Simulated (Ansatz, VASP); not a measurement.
# Two plane-wave programs on Sb

```xyz
2
Lattice="2.1049 1.2153 3.4372 -2.1049 1.2153 3.4372 0.0000 -2.4305 3.4372" Properties=species:S:1:pos:R:3 pbc="T T T"
Sb    0.0000    0.0000    2.5760
Sb    0.0000    0.0000    7.7356
```

Alike in both runs: functional PBE; dispersion D3(BJ); k mesh 12 × 12 × 12; occupations fermi-dirac, width 0.1 eV; no spin polarisation.

Ansatz relaxed the structure, and its values are those at the end. VASP's run is a single point on that final structure, the one shown.

```csv
,VASP,Ansatz
version,VASP 6.6.1,Ansatz 0.2.0
potentials or method,"VASP PAW PBE potentials, release 64 (Sb)","scalar-relativistic, plane waves, PAW"
plane-wave cutoff (eV),520,420
valence electrons in the cell,10,30
```

VASP gave:

- gap on the k mesh at the Fermi level (eV): none
- pressure (GPa): 6.5

Question: Estimate Ansatz's values.

Answer: gap on the k mesh at the Fermi level (eV): none; pressure (GPa): 6.4.

A gap of «none» marks a metal or a gap that the smearing closes. The two sets of potentials don't hold the same shells in valence.

Caveats: pairwise dispersion overbinds metals, which lowers pressure and volume. The runs have no spin-orbit coupling, so splittings on Sb are missing.
